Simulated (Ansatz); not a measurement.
Cs2AgBiBr6 in Ansatz: the effect of Hubbard term

Crystal: Cs2AgBiBr6.

```
Bi Cs Ag Br
1.0
     0.00000    5.61610    5.61610
     5.61610    0.00000    5.61610
     5.61610    5.61610    0.00000
Bi Cs Ag Br
1 2 1 6
Direct
  0.00000 0.00000 0.00000
  0.75000 0.75000 0.75000
  0.25000 0.25000 0.25000
  0.50000 0.50000 0.50000
  0.74945 0.74945 0.25055
  0.25055 0.25055 0.74945
  0.74945 0.25055 0.25055
  0.74945 0.25055 0.74945
  0.25055 0.74945 0.74945
  0.25055 0.74945 0.25055
```

Alike in all runs:

| Item | Value |
| --- | --- |
| Program | Ansatz 0.2.0 |
| Task | projected density of states |
| Functional | PBEsol |
| Potentials or basis | Ansatz PAW |
| Cutoff | 420 eV (not typed: the program's choice for these potentials) |
| k mesh | 4 × 4 × 4 |
| Occupations | fermi-dirac, width 0.05 eV |
| Spin | no spin polarisation |
| Hubbard projectors | ortho-atomic (the default) |
| Double counting | fll (the default) |

```tsv
Hubbard term	gap on the mesh (eV)	largest force (eV/Å)
none	1.17	0.30
Ag d U = 1 eV	1.26	0.27
Ag d U = 2 eV	1.34	0.25
Ag d U = 3 eV	1.40	0.22
Ag d U = 4 eV	1.46	0.20
Ag d U = 5 eV	1.51	0.18
Ag d U = 6 eV	?	?
Ag d U = 8 eV	1.63	0.13
```

Q: What does the run with Hubbard term Ag d U = 6 eV give?

A: gap on the mesh 1.55 eV; largest force 0.16 eV/Å.

Worked out: A parabola through the other rows of the gap on the mesh, of slope 0.0417 eV per eV there, gives 1.56 eV, against the run's 1.55. A parabola through the other rows of the largest force, of slope -0.0175 eV/Å per eV there, gives 0.16 eV/Å, against the run's 0.16.

Caveats: spin-orbit coupling is left out, which as a rule narrows the gap of such compounds by several tenths of an eV; the PAW data sets come from PBE, with cores solved anew for the run's functional, which leaves a small shift of forces and pressure; the density of states is complete only up to the lowest level of the last band computed.

A k mesh can miss the band edges.
